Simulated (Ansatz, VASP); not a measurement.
# Cross-check of MoS2 between VASP and Ansatz

Aim: how closely do two programs agree when they are given the same cell, functional and k mesh? The cell is taken from a series of runs on this material, whose earlier steps may have relaxed, scaled, displaced or heated it; both programs get it as it stands.

Program: Ansatz 0.2.0. Level of theory: plane waves, with VASP 6.6.1 beside it; PBE with D3(BJ). Results are calculated unless marked as measured.

**1. Set-up**

The cell holds 21 atoms: 7 Mo and 14 S. Its edges and angles: a = 8.413 Å, b = 8.413 Å, c = 33.155 Å, α = 90.0°, β = 90.0°, γ = 120.0°. Vacuum lies along c.

**2. VASP: single point, PBE with D3(BJ)**

A single point takes one fixed geometry, so differences don't come from the geometry; what else differs is listed under the comparison.

Lines of VASP's logs that name or quote its potential files are left out, and so is its time.

INCAR reads:

```
SYSTEM = MoS2
PREC = Accurate
ENCUT = 400
EDIFF = 1E-06
NELM = 120
ISMEAR = -1
SIGMA = 0.1
LREAL = .FALSE.
ALGO = Normal
GGA = PE
IVDW = 12
NBANDS = 112
LASPH = .TRUE.
LORBIT = 11
LWAVE = .FALSE.
LCHARG = .FALSE.
ISIF = 2
GGA_COMPAT = .FALSE.
EFERMI = MIDGAP
KPAR = 4
```

POSCAR reads:

```
MoS2
1.0
    8.4134900000      0.0000000000      0.0000000000
   -4.2067400000      7.2863000000      0.0000000000
    0.0000000000      0.0000000000     33.1550000000
Mo S
7 14
Direct
    0.0069400000      0.0138700000      0.7207600000
    0.4357700000      0.1566800000      0.7207500000
    0.2928100000      0.4425700000      0.7207300000
    0.1499300000      0.7281000000      0.7207400000
    0.8642000000      0.2995900000      0.7205900000
    0.7212500000      0.5850500000      0.7206900000
    0.5787000000      0.8709100000      0.7207800000
    0.2452200000      0.2043700000      0.7677500000
    0.2449700000      0.2043400000      0.6740100000
    0.6739200000      0.3471000000      0.7676400000
    0.6735000000      0.3470600000      0.6735600000
    0.5309700000      0.6327300000      0.7677400000
    0.5310500000      0.6329100000      0.6737800000
    0.3880200000      0.9185300000      0.7678000000
    0.3883000000      0.9184600000      0.6741100000
    0.1020800000      0.4898500000      0.7676800000
    0.1025700000      0.4902000000      0.6737300000
    0.9593200000      0.7756400000      0.7677300000
    0.9593500000      0.7757900000      0.6739100000
    0.8167100000      0.0618100000      0.7677200000
    0.8165300000      0.0613000000      0.6737600000
```

KPOINTS reads:

```
Automatic mesh
0
Gamma
3 3 1
0 0 0
```

Potentials, in the order of the species: Mo_sv and S (PBE family, release 64).

The run is started by

```sh
> mpirun -np 4 vasp_std
```

Numbers of over 12 decimals in the logs are rounded to 6 here.

The program printed:

```text
[banner, memory and clock lines left out]
running    4 mpi-ranks, on    1 nodes
 distrk:  each k-point on    1 cores,    4 groups
 distr:  one band on    1 cores,    1 groups

 POSCAR found type information on POSCAR MoS
 POSCAR found :  2 types and      21 ions
|                                                                             |
|               ----> ADVICE to this user running VASP <----                  |
|                                                                             |
|     You have a (more or less) 'large supercell' and for larger cells it     |
|     might be more efficient to use real-space projection operators.         |
|     Therefore, try LREAL= Auto in the INCAR file.                           |
|     Mind: For very accurate calculation, you might also keep the            |
|     reciprocal projection scheme (i.e. LREAL=.FALSE.).                      |
|                                                                             |

 LDA part: xc-table for (Slater+PW92), standard interpolation
 POSCAR, INCAR and KPOINTS ok, starting setup
 FFT: planning ... GRIDC
 FFT: planning ... GRID_SOFT
 FFT: planning ... GRID
 WAVECAR not read
 entering main loop
       N       E                     dE             d eps       ncg     rms          rms(c)
DAV:   1     0.143073618368E+04    0.14307E+04   -0.76105E+04  1456   0.993E+02
DAV:   2     0.357883409054E+02   -0.13949E+04   -0.13614E+04  1568   0.250E+02
DAV:   3    -0.157539440639E+03   -0.19333E+03   -0.19227E+03  1352   0.878E+01
DAV:   4    -0.163311560334E+03   -0.57721E+01   -0.56957E+01  1312   0.164E+01
DAV:   5    -0.163518766328E+03   -0.20721E+00   -0.20545E+00  1520   0.291E+00    0.631E+01
DAV:   6    -0.155589678471E+03    0.79291E+01   -0.66276E+01  1264   0.248E+01    0.244E+01
DAV:   7    -0.154274424865E+03    0.13153E+01   -0.27070E+01  1280   0.161E+01    0.150E+01
DAV:   8    -0.152943154555E+03    0.13313E+01   -0.47699E+00  1408   0.714E+00    0.500E+00
DAV:   9    -0.152987949606E+03   -0.44795E-01   -0.70869E-01  1440   0.209E+00    0.259E+00
DAV:  10    -0.152942408897E+03    0.45541E-01   -0.20734E-01  1384   0.165E+00    0.889E-01
DAV:  11    -0.152937014635E+03    0.53943E-02   -0.33512E-02  1448   0.778E-01    0.594E-01
DAV:  12    -0.152931144395E+03    0.58702E-02   -0.81212E-03  1360   0.331E-01    0.239E-01
DAV:  13    -0.152931016799E+03    0.12760E-03   -0.12452E-03  1472   0.102E-01    0.917E-02
DAV:  14    -0.152930729826E+03    0.28697E-03   -0.64059E-04  1328   0.648E-02    0.423E-02
[...]
DAV:  22    -0.152934383611E+03   -0.19760E-03   -0.38773E-06  1008   0.388E-03    0.264E-03
DAV:  23    -0.152934423751E+03   -0.40140E-04   -0.10878E-06   936   0.143E-03    0.174E-03
DAV:  24    -0.152934457740E+03   -0.33989E-04   -0.41866E-07   864   0.984E-04    0.924E-04
DAV:  25    -0.152934477035E+03   -0.19295E-04   -0.41803E-07   888   0.959E-04    0.463E-04
DAV:  26    -0.152934481922E+03   -0.48876E-05   -0.42410E-08   752   0.576E-04    0.293E-04
DAV:  27    -0.152934486723E+03   -0.48006E-05   -0.99014E-08   776   0.341E-04    0.187E-04
DAV:  28    -0.152934489379E+03   -0.26559E-05   -0.43249E-08   728   0.260E-04    0.102E-04
DAV:  29    -0.152934490210E+03   -0.83181E-06   -0.19164E-08   624   0.190E-04
   1 F= -.15953831E+03 E0= -.15953812E+03  d E =-.390147E-03
```

Parts of OUTCAR (step 2):

```text
ion  position               nearest neighbor table
   1  0.007  0.014  0.721-   9 2.40  19 2.40  21 2.41  20 2.41  18 2.41   8 2.41   7 3.18   5 3.18
                             3 3.18   4 3.18   6 3.18   2 3.18
   2  0.436  0.157  0.721-  15 2.40   9 2.40  10 2.41   8 2.41  14 2.41  11 2.41   6 3.18   5 3.18
                             4 3.18   7 3.18   3 3.18   1 3.18
   3  0.293  0.443  0.721-   9 2.40  17 2.41  16 2.41  13 2.41  12 2.41   8 2.41   4 3.18   7 3.18
                             6 3.18   5 3.18   1 3.18   2 3.18
   4  0.150  0.728  0.721-  15 2.40  19 2.41  16 2.41  17 2.41  18 2.41  14 2.41   3 3.18   5 3.18
                             2 3.18   6 3.18   1 3.18   7 3.18
   5  0.864  0.300  0.721-  21 2.41  17 2.41  10 2.41  16 2.41  20 2.41  11 2.41   6 3.18   2 3.18
                             1 3.18   4 3.18   3 3.18   7 3.18
   6  0.721  0.585  0.721-  19 2.40  13 2.41  10 2.41  12 2.41  18 2.41  11 2.41   2 3.18   5 3.18
                             7 3.18   3 3.18   4 3.18   1 3.18
   7  0.579  0.871  0.721-  15 2.40  21 2.41  20 2.41  13 2.41  12 2.41  14 2.41   1 3.18   3 3.18
                             6 3.18   5 3.18   2 3.18   4 3.18
   8  0.245  0.204  0.768-   1 2.41   2 2.41   3 2.41
   9  0.245  0.204  0.674-   1 2.40   3 2.40   2 2.40
  10  0.674  0.347  0.768-   2 2.41   6 2.41   5 2.41
  11  0.673  0.347  0.674-   5 2.41   6 2.41   2 2.41
  12  0.531  0.633  0.768-   7 2.41   3 2.41   6 2.41
  13  0.531  0.633  0.674-   6 2.41   3 2.41   7 2.41
  14  0.388  0.919  0.768-   2 2.41   4 2.41   7 2.41
  15  0.388  0.918  0.674-   7 2.40   4 2.40   2 2.40
  16  0.102  0.490  0.768-   3 2.41   4 2.41   5 2.41
  17  0.103  0.490  0.674-   5 2.41   3 2.41   4 2.41
  18  0.959  0.776  0.768-   1 2.41   4 2.41   6 2.41
  19  0.959  0.776  0.674-   6 2.40   1 2.40   4 2.41
  20  0.817  0.062  0.768-   1 2.41   7 2.41   5 2.41
  21  0.817  0.061  0.674-   5 2.41   1 2.41   7 2.41

  LATTYP: Found a hexagonal cell.
 ALAT       =     8.4134900000
 C/A-ratio  =     3.9406952406

 Subroutine GETGRP returns: Found  1 space group operations
 (whereof  1 operations were pure point group operations)

The static configuration has the point symmetry C_1 .

 Found      5 irreducible k-points:

   k-points           NKPTS =      5   k-points in BZ     NKDIM =      5   number of bands    NBANDS=    112

   dimension x,y,z NGX =    56 NGY =   56 NGZ =  216
   dimension x,y,z NGXF=   112 NGYF=  112 NGZF=  432

   ENCUT  =  400.0 eV  29.40 Ry    5.42 a.u.  13.72 13.72 54.07*2*pi/ulx,y,z

   NELECT =     182.0000    total number of electrons

 k-points in reciprocal lattice and weights: Automatic mesh
   0.00000000  0.00000000  0.00000000       0.111
   0.33333333  0.00000000  0.00000000       0.222
   0.00000000  0.33333333  0.00000000       0.222
  -0.33333333  0.33333333  0.00000000       0.222
   0.33333333  0.33333333  0.00000000       0.222

 average (electrostatic) potential at core
       1 -85.1659       2 -85.1661       3 -85.1663       4 -85.1656       5 -85.1678
       6 -85.1669       7 -85.1655       8 -94.8477       9 -94.8516      10 -94.8519
      11 -94.8459      12 -94.8494      13 -94.8492      14 -94.8478      15 -94.8537
      16 -94.8506      17 -94.8483      18 -94.8481      19 -94.8499      20 -94.8503
      21 -94.8497

 E-fermi :  -2.7044

 k-point     1 :       0.0000    0.0000    0.0000
  band No.  band energies     occupation
    ...
     87      -4.2896      2.00000
     88      -4.2865      2.00000
     89      -4.2828      2.00000
     90      -4.2808      2.00000
     91      -3.5573      1.99960
     92      -1.4080      0.00000
     93      -1.4064      0.00000
     94      -1.4055      0.00000
     95      -1.4002      0.00000
     96      -1.3972      0.00000
    ...

 k-point     2 :       0.3333    0.0000    0.0000
  band No.  band energies     occupation
    ...
     87      -4.2596      2.00000
     88      -4.1676      2.00000
     89      -4.0018      2.00000
     90      -3.8668      1.99998
     91      -3.7003      1.99991
     92      -1.5401      0.00002
     93      -1.5112      0.00001
     94      -1.4905      0.00001
     95      -1.4416      0.00001
     96      -1.3395      0.00000
    ...

 k-point     3 :       0.0000    0.3333    0.0000
  band No.  band energies     occupation
    ...
     87      -4.2594      2.00000
     88      -4.1676      2.00000
     89      -4.0018      2.00000
     90      -3.8667      1.99998
     91      -3.7002      1.99991
     92      -1.5398      0.00002
     93      -1.5116      0.00001
     94      -1.4905      0.00001
     95      -1.4416      0.00001
     96      -1.3394      0.00000
    ...

 Edisp (eV)   -6.60382

  Total      -5.77125    -5.77558    -0.05825     0.00192     0.00309     0.00150
  in kB      -4.54934    -4.55275    -0.04592     0.00152     0.00244     0.00118
  external pressure =       -3.05 kB  Pullay stress =        0.00 kB

  energy-cutoff  :      400.00
  volume of cell :     2032.51
      direct lattice vectors                 reciprocal lattice vectors
     8.413490000  0.000000000  0.000000000     0.118856741  0.068621853  0.000000000
    -4.206740000  7.286300000  0.000000000     0.000000000  0.137243869  0.000000000
     0.000000000  0.000000000 33.155000000     0.000000000  0.000000000  0.030161363

 POSITION                                       TOTAL-FORCE (eV/Angst)
 -----------------------------------------------------------------------------------
      0.00004      0.10106     23.89680        -0.000183     -0.005882      0.068186
      3.00723      1.14162     23.89647        -0.003781      0.021706      0.058539
      0.60178      3.22470     23.89580         0.009201      0.000207      0.058925
     -1.80149      5.30516     23.89613        -0.008122     -0.020045      0.081537
      6.01064      2.18290     23.89116        -0.006215     -0.000627      0.051063
      3.60708      4.26285     23.89448         0.004259     -0.004452      0.039343
      1.20519      6.34571     23.89746         0.007673      0.000003      0.064250
      1.20342      1.48910     25.45475        -0.001769      0.002211      0.007085
      1.20145      1.48888     22.34680         0.020357     -0.006239     -0.124314
      4.20986      2.52907     25.45110         0.001445      0.003106      0.016874
      4.20649      2.52878     22.33188         0.001288     -0.002240      0.027489
      1.80558      4.61026     25.45442        -0.000389      0.000268      0.008260
      1.80550      4.61157     22.33918        -0.015413      0.000260     -0.037697
     -0.59941      6.69269     25.45641         0.004633      0.000064     -0.000944
     -0.59676      6.69218     22.35012        -0.018899      0.006625     -0.168131
     -1.20182      3.56919     25.45243        -0.001663      0.001915      0.007974
     -1.19917      3.57174     22.33752        -0.007763      0.006176     -0.038926
      4.80831      5.65155     25.45409        -0.001873     -0.002433      0.007224
      4.80793      5.65264     22.34349         0.015410      0.003962     -0.090290
      6.61136      0.45037     25.45376        -0.001343      0.000539      0.005478
      6.61199      0.44665     22.33851         0.003148     -0.005124     -0.041924
 -----------------------------------------------------------------------------------
    total drift:                                0.000288     -0.000521     -0.001476

  FREE ENERGIE OF THE ION-ELECTRON SYSTEM (eV)
  ---------------------------------------------------
  free  energy   TOTEN  =      -159.5383114082 eV

  energy  without entropy=     -159.5379212610  energy(sigma->0) =     -159.53811633

 total charge
# of ion       s       p       d       tot
------------------------------------------
    1        2.291   6.221   3.940  12.452
    2        2.290   6.220   3.940  12.451
    3        2.290   6.220   3.940  12.451
    4        2.290   6.221   3.940  12.451
    5        2.290   6.220   3.938  12.448
    6        2.290   6.220   3.939  12.450
    7        2.290   6.221   3.940  12.451
    8        1.363   2.339   0.000   3.702
    9        1.363   2.342   0.000   3.705
   10        1.363   2.340   0.000   3.703
   11        1.363   2.338   0.000   3.701
   12        1.363   2.339   0.000   3.702
   13        1.363   2.340   0.000   3.703
   14        1.363   2.338   0.000   3.702
   15        1.363   2.343   0.000   3.706
   16        1.363   2.339   0.000   3.702
   17        1.363   2.340   0.000   3.703
   18        1.363   2.339   0.000   3.702
   19        1.363   2.341   0.000   3.704
   20        1.363   2.339   0.000   3.702
   21        1.363   2.340   0.000   3.703
--------------------------------------------------
tot         35.115  76.300  27.579 138.994

[... 2 further parts left out ...]
```

This run has no spin polarisation, so a moment on Mo, if there is one, isn't seen.

(Part 1 of 2 ends here.)

[Lines on the potential files, build, host, timing and source positions are cut from VASP's logs without a mark.]

[Logs are printed without paths, hosts, clocks, repeated set-up lines and the standing remarks that a program may print on its own settings, such as how far it seeks lower states.]

[Hosts, paths, dates, database ids (printed as entryN), source tags and the programs' standing remarks are cut or masked in the printed files.]
